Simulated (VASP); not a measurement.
# BN: G0W0 on PBE, by tags set

BN, F-43m (no. 216), 2 atoms in the cell. PBE, GW; PAW potentials N_GW, B_GW (PBE set).

| Tags set | Quasiparticle gap on the mesh (eV) | Gap of the starting point on the mesh (eV) | Quasiparticle gap at the zone centre (eV) | Starting gap at the zone centre (eV) | Correction of the gap between the band edges on the mesh (eV) | Time (s) |
|---|---|---|---|---|---|---|
| defaults | 7.11 | 5.59 | 10.70 | 8.68 | 1.52 | 3.8 |
| LSPECTRALGW=True | 7.09 | 5.59 | 10.69 | 8.68 | 1.51 | 3.8 |
| LSPECTRAL=False | 7.19 | 5.59 | 10.75 | 8.68 | 1.60 | 8.1 |
| CSHIFT=0.05 | 7.22 | 5.59 | 10.78 | 8.68 | 1.64 | 3.7 |
| CSHIFT=0.2 | 7.16 | 5.59 | 10.73 | 8.68 | 1.57 | 3.7 |
| CSHIFT=0.5 | 7.11 | 5.59 | 10.70 | 8.68 | 1.53 | 3.7 |
| OMEGATL=200 | 7.11 | 5.59 | 10.70 | 8.68 | 1.52 | 3.7 |
| OMEGATL=600 | 7.10 | 5.59 | 10.69 | 8.68 | 1.51 | 3.7 |
| OMEGAMAX=8 | 7.09 | 5.59 | 10.69 | 8.68 | 1.50 | 3.7 |

Limits: the mesh is coarse: neither the gap nor the screening is converged.

## Input of the first row

INCAR.step1:
```
  PREC = Accurate
  ENCUT = 500
  ISMEAR = 0
  SIGMA = 0.05
  LASPH = True
  LREAL = False
  GGA = PE
  ALGO = Normal
  EDIFF = 1E-8
  NELM = 150
  LWAVE = True
  LCHARG = False
  KPAR = 4
```

INCAR.step2, as INCAR.step1 but for:
```
- ALGO = Normal
- NELM = 150
+ ALGO = Exact
+ NELM = 1
+ ISTART = 1
+ NBANDS = 56
+ LOPTICS = True
```

INCAR.step3:
```
  PREC = Accurate
  ENCUT = 500
  ISMEAR = 0
  SIGMA = 0.05
  LASPH = True
  LREAL = False
  GGA = PE
  ALGO = EVGW0
  NBANDS = 56
  NBANDSGW = 8
  ENCUTGW = 160
  NOMEGA = 48
  PRECFOCK = Fast
  ISTART = 1
  LWAVE = False
  LCHARG = False
  NELMGW = 1
  KPAR = 4
```

KPOINTS:
```
k-points
0
Gamma
  3 3 3
```

POSCAR:
```
BN
1.0
    0.0000000000      1.8130010000      1.8130010000
    1.8130010000      0.0000000000      1.8130010000
    1.8130010000      1.8130010000      0.0000000000
N B
1 1
Direct
    0.2500000000      0.2500000000      0.2500000000
    0.0000000000      0.0000000000      0.0000000000
```

Commands (each step's output is kept before the next begins):
```
cat potpaw_PBE.64/N_GW/POTCAR potpaw_PBE.64/B_GW/POTCAR > POTCAR
cp INCAR.step1 INCAR
mpirun -np 4 vasp_std > vasp.out
cp INCAR.step2 INCAR
mpirun -np 4 vasp_std > vasp.out
cp INCAR.step3 INCAR
mpirun -np 4 vasp_std > vasp.out
```

Changes of the last row against the first:
```
(step 3)
+ OMEGAMAX = 8
```

VASP 6.6.1 took 3.8 s on 4 cores (Intel Xeon Platinum 8559C (Emerald Rapids)), a shared host.
